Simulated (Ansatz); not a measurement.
# SrO (Fm-3m) in Ansatz: reference runs

Aim: a first look at SrO with PBE, on the cell as given and on a disturbed one.

Everything below comes from runs of Ansatz 0.2.0. Logs are shortened: lines on timing, memory, paths and dates and some standing lists are left out, and cuts for length are marked.

**1. The crystal as given**

The structure is cubic, space group Fm-3m (No. 225). Conventional cell: a = 5.133 Å, b = 5.133 Å, c = 5.133 Å, α = 90.00°, β = 90.00°, γ = 90.00°. Sr (site symmetry m-3m) is surrounded by 6 O at 2.57 Å. O (site symmetry m-3m) is surrounded by 6 Sr at 2.57 Å.

**2. Single point, PBE**

input.yaml reads:

```yaml
crystal:
  lattice:
    - [0.0, 2.5663, 2.5663]
    - [2.5663, 0.0, 2.5663]
    - [2.5663, 2.5663, 0.0]
  atoms:
    - { symbol: Sr, position: [0.5, 0.5, 0.5] }
    - { symbol: O, position: [0.0, 0.0, 0.0] }
kpoints:
  mp_grid: { grid: [9, 9, 9] }
scf:
  occupations: { method: fermi_dirac, width: 0.05 }
hamiltonian:
  xc: pbe
  pseudopotentials: { kind: all_electron, lapw: { basis_error: 0.001 } }
output:
  forces: true
  stress: true
  eigenvalues: true
  populations: true
```

Potentials or basis: all-electron LAPW, scalar-relativistic.

On the command line:

```sh
$ ansatz run input.yaml --threads 1 --pin off --max-ram 3072MiB --backend cpu --events-out ev --progress --plain --runs-dir out
```

What it wrote:

```text
Warning: RAYON_NUM_THREADS=1 ignored (pool sized by the plan → 1); use --threads N
Sr: projections on atomic orbitals take those of the free atom 1s2 2s2 2p6 3s2 3p6 3d10 4s2 4p6 5s2, of charge +0.00 (hamiltonian.pseudopotentials.projection_atoms)
O: projections on atomic orbitals take those of the free atom 1s2 2s2 2p4, of charge +0.00 (hamiltonian.pseudopotentials.projection_atoms)
LAPW: plane waves up to 7.548 Å⁻¹, error target 1.0e-3 eV per atom; small_component_spin mean_spin; O in spheres of 1.244 Å, 6 of its electrons in bands, Dirac shells []; Sr in spheres of 1.323 Å, 28 of its electrons in bands, Dirac shells [] (how accurate: hamiltonian.pseudopotentials.lapw.basis_error, Limitations)
Engine: ansatz 0.2.0, aarch64-unknown-linux-gnu
Pseudopotentials: kind: all_electron
Pseudopotential: Sr, LAPW, valence charge 28, lapw/all_electron/scalar/gaussian/Sr, Koelling and Harmon's equation, gaussian nucleus
Pseudopotential: O, LAPW, valence charge 6, lapw/all_electron/scalar/gaussian/O, Koelling and Harmon's equation, gaussian nucleus
Functional definition: PBE
  parameter kappa = 0.804
  parameter beta = 0.06672455060314922
  exchange = pbe_x(kappa = kappa, mu = beta*pi^2/3)
  correlation = pbe_c(beta = beta)
Crystal: 2 atoms, lattice volume = 33.803 Å³
Basis set: ecut = 217.08978210757311 eV, 259 PW (Γ), exchange–correlation at level 2
Bands: 21, of which v1, the nominal top of the filled ones, is band 17 counted from 1 (16 counted from 0)
Symmetry: 48 space group operations
Space group: Fm-3m (ITA 225), of the structure as read, at distance tolerance 3.2e-5 Å
k-points: 35 of 729
Non-local potential: Sr, projectors of the file, none
Non-local potential: O, projectors of the file, none
Initial density: superposition of atomic densities (chi_scale 0.1, normalization cell, long waves kept (reshape's long-wave potential 0.00 eV rms))
Initial wavefunctions: plane waves of lowest kinetic energy (no species holds an atomic orbital)
Functional: x = pbe(κ = 0.804, μ = 0.2195149727645171), c = pbe(β = 0.06672455060314922)
iter 1 solved again at ethr=7.78e-3 eV; its pass at ethr=1.00e-1 eV (dr2=2.65e0 eV) is discarded
SCF iter   1: F=—  HF=-88572.572001 eV  |F-HF|=—  |Δ(HF+E_count)|=         —  Δρ=7.16e-2  dr2=2.64e0  ethr=7.78e-3  ⟨swp⟩=2.0  Hψ=4541  notcnv=0
preconditioner: auto → none  [insulator: Δε(μ)=6.471 eV  Ē_g=17.368 eV  σ=0.050 eV  W_gap=1.00  n_scr=14 (ndim 8)  ℏωp=23.9 eV  f_vac=0.000  D(μ)=0.00/eV (n_scr^D=0)  ε∞_Penn≈2.9]
SCF iter   2: F=—  HF=-88571.879026 eV  |F-HF|=—  |Δ(HF+E_count)|=   6.93e-1  Δρ=3.88e-2  dr2=7.30e-1  ethr=7.78e-3  ⟨swp⟩=3.0  Hψ=2309  notcnv=0
SCF iter   3: F=—  HF=-88570.469824 eV  |F-HF|=—  |Δ(HF+E_count)|=    1.41e0  Δρ=1.89e-2  dr2=1.85e-1  ethr=2.15e-3  ⟨swp⟩=3.0  Hψ=2346  notcnv=0
SCF iter   4: F=—  HF=-88570.534762 eV  |F-HF|=—  |Δ(HF+E_count)|=         —  Δρ=1.76e-2  dr2=1.68e-1  ethr=5.45e-4  ⟨swp⟩=3.0  Hψ=2461  notcnv=0
the basis was enlarged: its passes take 80.2 KiB over the memory plan, 1 of 1 planned eigensolver slots
SCF iter   5: F=—  HF=-88570.455063 eV  |F-HF|=—  |Δ(HF+E_count)|=   7.97e-2  Δρ=6.21e-3  dr2=2.08e-2  ethr=4.93e-4  ⟨swp⟩=2.0  Hψ=2101  notcnv=0
iter 6 solved again at ethr=1.87e-7 eV; its pass at ethr=6.13e-5 eV (dr2=6.34e-5 eV) is discarded
SCF iter   6: F=—  HF=-88570.443817 eV  |F-HF|=—  |Δ(HF+E_count)|=   1.12e-2  Δρ=3.39e-4  dr2=6.35e-5  ethr=1.87e-7  ⟨swp⟩=2.9  Hψ=3782  notcnv=0
SCF iter   7: F=—  HF=-88570.443751 eV  |F-HF|=—  |Δ(HF+E_count)|=   6.59e-5  Δρ=9.40e-5  dr2=4.79e-6  ethr=1.87e-7  ⟨swp⟩=2.0  Hψ=2100  notcnv=0
SCF iter   8: F=-88570.443802 eV  HF=-88570.443802 eV  |F-HF|=1.45e-8  |Δ(HF+E_count)|=   5.07e-5  Δρ=7.28e-6  dr2=2.54e-8  ethr=1.41e-8  ⟨swp⟩=2.2  Hψ=2107  notcnv=0
SCF 1 converged in 8 iterations: F = -88570.443802 eV  dr2 = 2.54e-8
SCF converged after 8 iterations
Free energy (F): -88570.443802 eV
Harris-Foulkes:  -88570.443802 eV  (|F-HF|=1.45e-8)
Internal energy: -88570.443802 eV  (E = F + TS)
E sigma→0 (E₀):  -88570.443802 eV
Fermi energy:    11.180940 eV
--- Per-component energies (eV) ---
  E_band       = -3183.571685
  E_kinetic    = 91135.997529
  E_xc         = -3098.655491
  E_electrostatic = -176607.785840  (all electrons and nuclei)
  E_smearing   = -0.000000  (= −TS)
  E_closure    = 0.000000  (closes the sum)
  E_atoms      = -88558.394032  (free atoms, spherical and without spin; not in F)
  Σ components = -88570.443802   (vs F -88570.443802, Δ=0.00e0)
  Basis errors (estimates in eV, not in F): energy 3.8e-4 per atom: plane waves 3.6e-4 (1.9e-4 summed), levels above the bands 7.2e-61, relativity 1.2e-8, radial functions 2.6e-5, core shells 2.6e-8; eigenvalues (radial functions only) 2.0e-5; not estimated: angular momenta, meshes, grids; target (lapw.basis_error) 1.0e-3; muffin-tin radii O 1.244 Å, Sr 1.323 Å
--- Forces (eV/Å), atoms counted from 1 ---
  atom   1  Sr     0.00000000    -0.00000000    -0.00000000
  atom   2  O      0.00000000     0.00000000    -0.00000000
  max |Σ_I F_I| component: 3.55e-31 eV/Å
--- Stress (GPa, compression-positive) ---
        3.325410      -0.000000      -0.000000
       -0.000000       3.325410      -0.000000
       -0.000000      -0.000000       3.325410
  P = ⅓ Tr σ = 3.3254 GPa (33.254 kbar)
--- Band table (eV; the first three rows and the last of 35) ---
  k-point 0: bands = ["-315.1718", "-237.5415", "-237.5415", "-237.5415", "-109.4871", "-109.4871", "-109.4871", "-109.4827", "-109.4827", "-22.8128", "-5.5917", "-4.4452", "-4.4452", "-4.4452", "9.4749", "9.4749", "9.4749", "13.5237", "15.7474", "15.7474", "15.7474"]
  k-point 1: bands = ["-315.1718", "-237.5415", "-237.5415", "-237.5415", "-109.4871", "-109.4871", "-109.4871", "-109.4827", "-109.4827", "-22.7965", "-5.8878", "-4.4551", "-4.4551", "-4.1897", "9.1098", "9.3192", "9.3192", "14.0873", "15.6101", "15.9887", "15.9887"]
  k-point 2: bands = ["-315.1718", "-237.5415", "-237.5415", "-237.5415", "-109.4871", "-109.4871", "-109.4871", "-109.4827", "-109.4827", "-22.7549", "-6.3981", "-4.4799", "-4.4799", "-3.7828", "8.3892", "8.9600", "8.9600", "15.3408", "15.5429", "16.6619", "16.6619"]
  k-point 34: bands = ["-315.1718", "-237.5415", "-237.5415", "-237.5415", "-109.4871", "-109.4871", "-109.4871", "-109.4827", "-109.4827", "-22.6310", "-6.3337", "-5.0735", "-5.0652", "-3.8800", "8.3482", "8.9595", "9.0842", "15.0856", "16.1049", "18.2331", "20.4079"]
--- Löwdin populations: 2 sites ---
  site symbol       q [e]
     0     Sr     36.3507
     1      O      9.3480
  spilling = 0.006549 (of n_electrons = 46.000000)
```

Run time: 4.9 s. Hardware: 1 thread of Arm Neoverse V2, shared host; peak memory 0.26 GiB.

What came out:

| Item | Value |
| --- | --- |
| Free energy | -88570.4438 eV |
| Pressure | 3.3 GPa |
| Band gap on the k mesh | 3.37 eV, indirect (least direct gap 3.45 eV) |
| Loewdin charges | Sr +1.65; O -1.35 e |

Caveat: the atomic charges don't sum to the cell's charge; an odd mesh through Γ misses points on the zone boundary, where band edges often lie.

**3. Equation of state, PBE**

Potentials or basis: all-electron LAPW, scalar-relativistic.

No new run: the results of the series are fitted here.

Results:

* Equilibrium volume: 17.52 Å³/atom
* Bulk modulus: 85 GPa
* Pressure derivative of the bulk modulus: 4.5

Energy against volume, from the lowest point:
| volume (Å³/atom) | energy (meV/atom) |
| --- | --- |
| 15.887 | 48.28 |
| 16.225 | 29.25 |
| 16.563 | 15.40 |
| 16.901 | 6.22 |
| 17.239 | 1.22 |
| 17.577 | 0.00 |
| 17.915 | 2.16 |

PBE usually gives volumes a little too large and moduli too small. Zero-point motion and thermal expansion aren't in these numbers.

**4. Single point, PBE (atoms moved at random, drawn with an rms of 0.05 Å)**

Changes to input.yaml since step 2:

```diff
@@ -6,4 +6,4 @@
   atoms:
-    - { symbol: Sr, position: [0.5, 0.5, 0.5] }
-    - { symbol: O, position: [0.0, 0.0, 0.0] }
+    - { symbol: Sr, position: [0.498042, 0.49679, 0.50611] }
+    - { symbol: O, position: [0.022373, -0.002082, -0.004903] }
 kpoints:
```

On the command line:

```sh
$ ansatz run input.yaml --threads 1 --pin off --max-ram 3072MiB --backend cpu --events-out ev --progress --plain --runs-dir out
```

It took 67 s on 1 thread of Arm Neoverse V2, shared host; peak memory 0.61 GiB.

It converged, with:

- Free energy: -88570.4369 eV
- Pressure: 3.5 GPa
- Largest force: 0.177 eV/Å
- Band gap on the k mesh: 3.40 eV, indirect (least direct gap 3.47 eV)
- Loewdin charges: Sr +1.65; O -1.35 e

Forces on the atoms (eV/Å):
```
Sr  -0.056  0.076  0.149
O    0.056 -0.076 -0.149
```

Stress tensor (GPa, compression positive):
```
 3.33  0.01  0.03
 0.01  3.39 -0.04
 0.03 -0.04  3.74
```

Levels at points of the mesh, in eV from the valence-band top:
| k point | band 13 | band 14 | band 15 | band 16 | band 17 | band 18 | band 19 | band 20 | band 21 |
| --- | --- | --- | --- | --- | --- | --- | --- | --- | --- |
| (0.00, 0.00, 0.00) | -13.90 | -13.89 | 0.00 | 0.00 | 0.00 | 4.06 | 6.29 | 6.31 | 6.32 |

Caveat: the atomic charges don't sum to the cell's charge; an odd mesh through Γ misses points on the zone boundary, where band edges often lie.

**5. Overview**

| task | cell | cutoff (eV) | basis error allowed | gap on the mesh (eV) | pressure (GPa) |
| --- | --- | --- | --- | --- | --- |
| single point | as given | 217 | 0.001 eV/atom | 3.37 | 3.3 |
| equation of state | as given | - | 0.0005 eV/atom | - | - |
| single point | atoms moved at random, drawn with an rms of 0.05 Å | 227 | 0.001 eV/atom | 3.40 | 3.5 |

Alike in all rows: level PBE; potentials or basis all-electron LAPW, scalar-relativistic; no spin polarisation; k mesh 9 × 9 × 9; smearing fermi-dirac 0.05 eV.

Caveats: an odd mesh through Γ misses points on the zone boundary, where band edges often lie (some runs).

Compare energies only between runs with the same functional and basis.
